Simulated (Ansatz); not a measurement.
**Moving the functional in MgS**

Space group Fm-3m (No. 225). a = 5.203 Å, b = 5.203 Å, c = 5.203 Å, α = 90.00°, β = 90.00°, γ = 90.00°
```tsv
atom	site	symmetry	x	y	z
S	4b	m-3m	0.5000	0.0000	0.0000
Mg	4a	m-3m	0.0000	0.0000	0.0000
```

Kept alike: task single point; k mesh 6 × 6 × 6; occupations fermi-dirac, width 0.05 eV; no spin polarisation. Program: Ansatz, PAW datasets made for the crystal. Cutoffs run from 200 to 220 eV. The mesh is that of the run's cell of 2 atoms. No spin-orbit coupling.

| run | band gap (eV) | pressure (GPa) |
| --- | --- | --- |
| A | 4.524 | -0.41 |
| B | 3.799 | -0.42 |
| C | 2.785 | 1.18 |

Pressure is positive in compression, with a Pulay correction for the finite cutoff. A gap read on the mesh alone can miss an edge between its points.

Problem. The runs differ in the functional (and the cutoff that goes with it) alone: HSE06; PBE; PBE0. Which run is which?

Solution. Run A is PBE0; run B is HSE06; run C is PBE. The band gap runs from 2.785 (PBE) to 4.524 eV (PBE0). From PBE: HSE06 +1.014; PBE0 +1.739. The pressure runs from -0.42 (HSE06) to 1.18 GPa (PBE). From PBE: HSE06 -1.60; PBE0 -1.59.

The gap separates all three functionals, whereas the pressure only sets PBE apart from the two hybrids, which are practically indistinguishable at -0.42 and -0.41 GPa. Pressure alone could therefore not have told run A from run B. This contrast probably arises because the long-range exchange that PBE0 keeps and HSE06 screens away acts mainly on the spacing between filled and empty levels, and hardly on the density that holds the crystal together.

MgS is a largely ionic solid, with valence states mainly of S 3p character and empty states above them that draw on Mg 3s and higher sulfur orbitals, so a wide gap is expected with every functional. At this fixed cell PBE favours expansion and the hybrids a slight contraction, in line with PBE's familiar tendency towards overlong lattices, although the change of cutoff may contribute to the shift. How far the gaps would move if each functional were given its own equilibrium volume remains open.
